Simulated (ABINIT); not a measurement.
**Hf: single point with PW91**

Hf:

```
Hf
1.0
     2.91381    0.00000    0.00000
     0.00000    2.91381    0.00000
     0.00000    0.00000    2.91381
Hf
1
Direct
  0.50000 0.50000 0.50000
```

The cell was built by a generator and needn't be a form met in nature.

```yaml
Program: ABINIT 10.8.3 (patched build)
Task: single point
Functional: PW91
Potentials_or_basis: JTH PAW PBE v2.0
Cutoff: 626 eV
k_mesh: 9 × 9 × 9
Occupations: fermi-dirac, width 0.05 eV
Spin: no spin polarisation
```

The pressure is -0.6 GPa, the band gap on the k mesh is none (metal or under the smearing width) and the valence electrons inside the program's atomic spheres are Hf 9.58 (radii [1.2759] Å).

Levels at points of the mesh, in eV from the Fermi level:
| k point | band 2 | band 3 | band 4 | band 5 | band 6 | band 7 | band 8 | band 9 | band 10 |
| --- | --- | --- | --- | --- | --- | --- | --- | --- | --- |
| (0.00, 0.00, 0.00) | -29.89 | -29.89 | -29.89 | -6.40 | -1.34 | -1.34 | 6.53 | 6.53 | 6.53 |

Run time: 8.4 s on 1 thread of Arm Neoverse V1, with other jobs on the host, peak memory 0.1 GiB.

Caveat: the PAW data sets were made with another functional, which shifts forces and pressure a little. The run has no spin-orbit coupling, so splittings on Hf are missing.
